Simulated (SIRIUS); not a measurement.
Runs of SIRIUS 7.12.0 on Ti. The structure is hexagonal, space group P6_3/mmc (No. 194). The conventional cell has a = 2.950 Å, b = 2.950 Å, c = 4.680 Å, α = 90.00°, β = 90.00°, γ = 120.00°. Around Ti (site symmetry -6m2) lie 12 Ti at 2.89 to 2.95 Å. 

```tsv
task	level	cell	reference energy of the basis	start of the SCF	gap on the mesh (eV)	V0 of scaled cells (Å³/atom)	B0 (GPa)
equation of state	AM05	as given	-	-	-	(a)	119
equation of state	PBEsol	as given	-	-	-	16.73	121
single point	PBEsol	as given	0.29 Ha	LDA density	none	-	-
single point	PBEsol	atoms moved at random	0.29 Ha	LDA density	none	-	-
```

Alike in all rows: potentials or basis all-electron FP-LAPW, apw+lo standard; no spin polarisation; k mesh 10 × 10 × 6; cutoff (eV) 183; smearing fermi-dirac 0.05 eV.

Problem. Estimate the missing entries.

Solution. (a) 16.76.

Caveats: the cell was scaled at fixed shape and fractional positions, which overstates the stiffness of a crystal with free parameters, most of all of layers and chains (some runs).

A gap of «none» marks a metal or a gap under the smearing width.
